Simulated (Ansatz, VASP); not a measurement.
**One calculation of Os, two programs**

INCAR

```
PREC = Accurate ; ENCUT = 520
EDIFF = 1E-7 ; ISMEAR = -1
SIGMA = 0.1 ; LREAL = F
LASPH = T ; NELM = 80
ALGO = Normal ; ISIF = 2
LWAVE = F ; LCHARG = F
GGA = PE ; NBANDS = 15
```

File KPOINTS:

```
Automatic mesh
0
Gamma
  2 2 1
```

File POSCAR:

```
Os
1.0
    2.7559294133      0.0000000000      0.0000000000
   -1.3779647066      2.3867048830      0.0000000000
    0.0000000000      0.0000000000      4.3426533301
Os
2
Direct
    0.3333333333      0.6666666667      0.2500000000
    0.6666666667      0.3333333333      0.7500000000
```

Input for Ansatz:

```yaml
crystal:
  lattice:
    - [2.7559294133, 0.0, 0.0]
    - [-1.3779647066, 2.386704883, 0.0]
    - [0.0, 0.0, 4.3426533301]
  atoms:
    - { symbol: Os, position: [0.3333333333, 0.6666666667, 0.25] }
    - { symbol: Os, position: [0.6666666667, 0.3333333333, 0.75] }
hamiltonian:
  xc: pbe
  pseudopotentials:
    kind: paw
    azcp:
      Os: "pseudopotentials/Os.paw.azcp"
basis:
  ecutwfc: 420
  fft_grid_basis: typed
kpoints:
  mp_grid: { grid: [2, 2, 1], shift: [0, 0, 0] }
magnetization:
  spin_polarized: false
scf:
  occupations: { method: fermi_dirac, width: 0.1 }
  lower_state_search: "off"
output:
  stress: true
  write_density: true
  write_potential: true
  elf: true
  volumetric_format: npy
```

Alike in both runs: task single point; functional PBE; k mesh 2 × 2 × 1; occupations fermi-dirac, width 0.1 eV; no spin polarisation.

```csv
,VASP,Ansatz
version,VASP 6.6.1,Ansatz 0.2.0
potentials or method,"VASP PAW PBE potentials, release 64 (Os)","plane waves (420 eV) with PAW, scalar-relativistic"
plane-wave cutoff (eV),520,420
valence electrons in the cell,16,32
```

```tsv
	VASP	Ansatz	Ansatz less VASP
pressure (GPa)	6.5	7.7	+1.23
largest component of the traceless stress (GPa)	39.87	40.87	+0.995
```

The functional is the same, so the differences come from potentials, cutoffs and numerics. The two sets of potentials don't hold the same shells in valence.

Caveats: the k mesh is coarse (spacing up to 1.45 Å⁻¹), so the values aren't converged. Spin-orbit coupling is left out, which matters for the levels of Os.
